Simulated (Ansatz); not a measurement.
# Energy ranking of Zr2H3 structures

Computed with Ansatz 0.2.0, DFT PBE, scalar-relativistic, plane waves, PAW. Settings: cutoff 420 eV, Γ-centred meshes spaced at most about 0.3 Å⁻¹, and about 0.25 Å⁻¹ or finer for metals (2π included), Gaussian smearing. No spin polarisation.

Energies over the elements count from the elements' standard structures at the same level (H₂ as a molecule), with no fitted energy shifts.

These are static total energies at zero pressure. Only the structures computed here compete, so a lower one can exist. With hydrogen, zero-point motion can shift formation energies by some tens of meV/atom.

Invented guesses were relaxed alike, and ends that match in structure were merged. ΔE counts from the first row. Coordination counts H atoms around Zr (those within 1.25 times the shortest such distance or 1.15 times the sum of covalent radii; a plus sign parts nearer from farther groups; the shortest distance is added where it is long for a bond; a slash parts the counts of unlike sites). The ends were matched against large subsets of the Crystallography Open Database and the Materials Project, so a missing match doesn't prove that a structure is unreported.

```
#                                        reached from                    type and space group  atoms  Å³/atom         coordination  ΔE (meV/atom)  gap on mesh (eV)  in databases                               checks
1  a relaxed cell, shaken at random and relaxed again                           R3m (No. 160)     10     10.9             Zr 4/7/8              0              0.00      no match                                    -
2                                 Al3Pd2 type (P-3m1)  La2O3 (A sesquioxide), P-3m1 (No. 164)      5     10.4               Zr 4+3             16              0.00      no match  no imaginary mode on a 3×3×1 q mesh
3                                  Tl2F3 type (Pm-3m)                         Pm-3m (No. 221)      5     10.8              Zr 6/12            266              0.00      no match                                    -
4                                         random cell                         P-6m2 (No. 187)      5     11.5               Zr 3+3            327              0.00      no match                                    -
5                                         random cell                         P-3m1 (No. 164)      5     12.7                 Zr 3            643              0.00      no match                                    -
6                                         random cell                        I4/mmm (No. 139)      5     13.4                 Zr 2            961              0.00      no match                                    -
7             Zr3Cd2 type (Pmmm), changed on relaxing                        P4/mmm (No. 123)      5     14.9  Zr 4/8+8 from 3.4 Å           1286              0.00      no match                                    -
8                                         random cell                        P6/mmm (No. 191)      5     16.9                 Zr 2           1449              0.00      no match                                    -
```

The lowest: Space group R3m (No. 160), trigonal, a = 3.320 Å, c = 34.270 Å. Around Zr on its first site lie 4 H at 2.11–2.16 Å and 9 Zr at 3.19–3.32 Å; Zr on its second site has 7 H at 2.06–2.08 Å; Zr on its third site is surrounded by 8 H at 2.02–2.12 Å; Zr on its fourth site has 4 H at 2.10–2.20 Å and 9 Zr at 3.19–3.32 Å; around H on its first site lie 4 Zr at 2.09–2.16 Å and 6 H at 2.31–2.42 Å; 5 more sites not described. Its energy over the elements is −0.45 eV/atom. It lies below the elements, which doesn't yet make it stable against other compounds or structures. An observed structure of this formula, if there is one, may be missing.

```cif
data_structure
_symmetry_space_group_name_H-M 'R3m:H'
_symmetry_Int_Tables_number 160
_cell_length_a 3.3201
_cell_length_b 3.3201
_cell_length_c 34.2696
_cell_angle_alpha 90.000
_cell_angle_beta 90.000
_cell_angle_gamma 120.000
_cell_volume 327.14
loop_
_atom_site_label
_atom_site_type_symbol
_atom_site_symmetry_multiplicity
_atom_site_Wyckoff_symbol
_atom_site_fract_x
_atom_site_fract_y
_atom_site_fract_z
_atom_site_occupancy
Zr1 Zr 3 a 0.33333 0.66667 0.29687 1
Zr2 Zr 3 a 0.33333 0.66667 0.12398 1
Zr3 Zr 3 a 0.66667 0.33333 0.20962 1
Zr4 Zr 3 a 0.00000 0.00000 0.03799 1
H1 H 3 a 0.33333 0.66667 0.23395 1
H2 H 3 a 0.00000 0.00000 0.10229 1
H3 H 3 a 0.00000 0.00000 0.19074 1
H4 H 3 a 0.66667 0.33333 0.14781 1
H5 H 3 a 0.66667 0.33333 0.27134 1
H6 H 3 a 0.33333 0.66667 0.06330 1
```

The second: Space group P-3m1 (No. 164), trigonal, a = 3.248 Å, c = 5.705 Å. Zr has 4 H at 2.08–2.11 Å and 3 H at 2.31 Å; H on a site of symmetry -3m is surrounded by 6 Zr at 2.31 Å; H on a site of symmetry 3m has 4 Zr at 2.08–2.11 Å and 3 H at 2.24 Å. Counting H atoms around Zr, the first has Zr 4/7/8 and the second has Zr 4+3. Shaken at random and relaxed again, row 2 came back. Shaken at random and relaxed again, row 5 falls into row 1, 0.64 eV/atom lower, so it is a saddle point or a shallow minimum. Cells without such a test can be saddle points. Some candidate types were left out of the draw beforehand, so a known form may be missing.
